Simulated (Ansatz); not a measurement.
This log comes from Ansatz, run on BaF2 on the sites of the fluorite structure (relaxed group Fm-3m). The geometry is the r2SCAN minimum.

The cell:
```
CELL_PARAMETERS angstrom
0.00000 3.09716 3.09716
3.09716 0.00000 3.09716
3.09716 3.09716 0.00000
ATOMIC_POSITIONS crystal
Ba 0.00000 0.00000 0.00000
F 0.75000 0.75000 0.75000
F 0.25000 0.25000 0.25000
```

Abridged output:
```
scf.n_extra_bands = 4 over 12 filled bands (N_el = 24.0): the run solves 16 bands
Functional definition: r2SCAN
Crystal: 3 atoms, lattice volume = 59.418 Å³
Basis set: ecut = 500 eV, 1459 PW (Γ)
Symmetry: 48 space group operations
Space group: Fm-3m (ITA 225)
k-points: 29 of 512
preconditioner: auto → none  [insulator: Δε(μ)=7.750 eV  ℏωp=23.6 eV]
NSCF: frozen V_eff on 7 k-points
Free energy (F): -7590.721739 eV
Fermi energy:    2.635260 eV
--- Per-component energies (eV) ---
  E_band       = -119.401255
  E_kinetic    = 587.076055
  E_local      = -1551.534207
  E_nonlocal   = 201.015409
  E_hartree    = 588.265075
  E_xc         = -317.997465
  E_vxc        = -383.570786
  E_paw        = -5657.273318
  E_vpaw       = -173.607838
  E_vtau       = 24.689288
  E_ewald      = -1440.283003
  E_core_change = 0.007633
--- Forces (eV/Å), atoms counted from 1 ---
  atom   1  Ba      0.00000      0.00000      0.00000
  atom   2  F       0.00000      0.00000      0.00000
  atom   3  F       0.00000      0.00000      0.00000
--- Stress (GPa, compression-positive) ---
        0.012329       0.000000       0.000000
        0.000000       0.012329       0.000000
        0.000000       0.000000       0.012329
  P = ⅓ Tr σ = 0.0123 GPa (0.123 kbar)
--- Band table (eV; the first three rows and the last of 29) ---
  k-point 0: bands = […, 1.1651, 1.1651, 1.1651, 2.5330, 2.5330, 2.5330, 10.0493, 12.6234, 12.6234, 14.9790]
  k-point 1: bands = […, 1.2299, 1.2299, 1.3254, 2.4331, 2.5149, 2.5149, 10.3918, 12.5977, 12.5977, 14.7682]
  k-point 2: bands = […, 1.3793, 1.3793, 1.7120, 2.2278, 2.4798, 2.4798, 11.1726, 12.5621, 12.5621, 14.2532]
  k-point 28: bands = […, 1.4394, 2.0518, 2.2911, 2.2911, 2.3307, 2.4107, 10.6588, 13.1693, 13.4320, 13.4320]
```

Levels at the listed points, from bands.tsv (eV from the Fermi energy, bands near the gap, counted from 0):
```tsv
# k_distance	band_7	band_8	band_9	band_10	band_11	band_12	band_13	band_14	band_15
# fermi_ev = 2.635260
# [0, 0, 0] at k_distance = 0.000000
# [0.5, 0, 0.5] at k_distance = 1.014346
# [0.625, 0.25, 0.625] at k_distance = 1.372971
# [0.375, 0.375, 0.75] at k_distance = 1.994129
# [0.5, 0.5, 0.5] at k_distance = 2.615286
# [0.5, 0.25, 0.75] at k_distance = 3.332537
# [0, 0.229167, -0.229167] at k_distance = 4.963965
# levels_relative_to = fermi_ev
0.000	-1.470	-1.470	-0.102	-0.102	-0.102	7.414	9.988	9.988	12.344
1.014	-0.356	-0.356	-0.316	-0.316	-0.171	7.754	9.924	11.480	12.938
1.373	-0.531	-0.521	-0.336	-0.231	-0.172	8.021	10.282	10.663	11.598
1.994	-0.531	-0.521	-0.336	-0.231	-0.172	8.021	10.282	10.663	11.598
2.615	-1.071	-0.641	-0.362	-0.174	-0.174	9.924	9.929	9.929	10.020
3.333	-0.583	-0.344	-0.344	-0.305	-0.225	8.024	10.534	10.797	10.797
4.964	-0.955	-0.753	-0.593	-0.306	0.002	8.741	9.850	10.342	11.218
```
In order the rows are Γ, X, U, K, L, W, K–Γ (0.39).

**Question.** Write the input file that gave this output.

**Answer.**
```yaml
crystal:
  # lattice and atoms as above
kpoints:
  mp_grid: { grid: [8, 8, 8] }
  band_path:
    path:
      - [0.0, 0.0, 0.0]
      - [0.5, 0.0, 0.5]
      - [0.625, 0.25, 0.625]
      - [0.375, 0.375, 0.75]
      - [0.5, 0.5, 0.5]
      - [0.5, 0.25, 0.75]
      - [0.0, 0.229167, -0.229167]
    npoints: 1
hamiltonian:
  xc: r2scan
scf:
  occupations: { method: fixed }
  n_extra_bands: 4
output:
  forces: true
  stress: true
  eigenvalues: true
```
The term E_vtau belongs to a meta-GGA, which reads the kinetic-energy density. A single point prints forces and stress when the output block asks for them. Not every key shows in the log; this is the file that was used.

Run as `ansatz run input.yaml --threads 2 --pin off --max-ram 20275MiB --backend cpu --events-out ev --progress --plain --runs-dir out`. Wall time 2 s on 2 threads of AMD EPYC 7R13 Processor (Zen 3) (shared host), load about 2.4 per core; peak host memory 0.68 GiB.

No spin polarisation and no zero-point or thermal motion.

Spin-orbit coupling is left out.
